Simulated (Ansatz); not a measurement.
Input for Ansatz (plane-wave DFT), PbI2:

```yaml
crystal:
  lattice:
    - [4.5550018558, 0.0, 0.0]
    - [-2.2775009279, 3.9447473214, 0.0]
    - [0.0, 0.0, 6.977]
  atoms:
    - { symbol: Pb, position: [0.735, 0.095, 0.22] }
    - { symbol: I, position: [1.0683333333, 0.7616666667, 0.485] }
    - { symbol: I, position: [1.4016666667, 0.4283333333, 0.955] }
basis:
  ecutwfc: 420
kpoints:
  mp_grid: { grid: [6, 6, 2] }
hamiltonian:
  xc: pbe
scf:
  occupations: { method: gaussian, width: 0.1 }
  eigensolver: { real_solve: false }
  max_iter: 57
output:
  forces: true
  stress: true
  eigenvalues: true
```

Command:

```bash
ansatz run input.yaml --threads 1 --pin off --max-ram 1331MiB --backend cpu --events-out ev --progress --plain --runs-dir out
```

Output, shortened (HF is the Harris–Foulkes energy, dr2 the density residual in eV):

```text
Pseudopotential: Pb, paw, valence charge 14, recommended cutoff 420 eV (normal)
Pseudopotential: I, paw, valence charge 17, recommended cutoff 420 eV (normal)
Crystal: 3 atoms, lattice volume = 125.365 Å³
Basis set: ecut = 420 eV, 2453 PW (Γ), exchange–correlation on 64×64×96 points (8 copies of the dense FFT grid, shifted against one another)
Bands: 29, of which v1, the nominal top of the filled ones, is band 24 counted from 1 (23 counted from 0)
Symmetry: 12 space group operations
Space group: P-3m1 (ITA 164), of the structure as read, at distance tolerance 5.0e-5 Å
k-points: 14 of 72
Initial density: superposition of atomic densities, corrected by the library's trained network
SCF iter   1: HF=-26934.181321 eV  Δρ=6.37e-4  dr2=3.70e-4
SCF iter   2: HF=-26934.179755 eV  Δρ=4.28e-4  dr2=1.83e-4
SCF iter   3: HF=-26934.179787 eV  Δρ=2.70e-4  dr2=5.58e-5
automatic band count: iteration 3 solves 28 bands in place of 29: the levels show a gap, and the empty bands left out lie too high to hold charge; the band table lists the bands solved (type scf.n_extra_bands for more)
SCF iter   4: HF=-26934.179891 eV  Δρ=6.34e-5  dr2=3.81e-6
SCF iter   5: HF=-26934.179893 eV  Δρ=4.41e-5  dr2=2.21e-6
SCF iter   6: HF=-26934.179893 eV  Δρ=1.15e-5  dr2=1.07e-7
SCF iter   7: F=-26934.179893 eV  HF=-26934.179893 eV  Δρ=1.06e-6  dr2=1.66e-9
SCF 1 converged in 7 iterations: F = -26934.179893 eV  dr2 = 1.66e-9
SCF converged after 7 iterations
Free energy (F): -26934.179893 eV
E sigma→0 (E₀):  -26934.179893 eV
Fermi energy:    6.270787 eV
--- Forces (eV/Å), atoms counted from 1 ---
  atom   1  Pb     0.00000000    -0.00000000     0.00000000
  atom   2  I      0.00000000    -0.00000000     0.17156593
  atom   3  I      0.00000000     0.00000000    -0.17156593
--- Stress (GPa, compression-positive) ---
        1.817066       0.000000      -0.000000
        0.000000       1.817066      -0.000000
       -0.000000      -0.000000       1.898996
  P = ⅓ Tr σ = 1.8444 GPa (18.444 kbar)
```

These settings were drawn at random to show what each does; none of the numbers is a converged property of the crystal.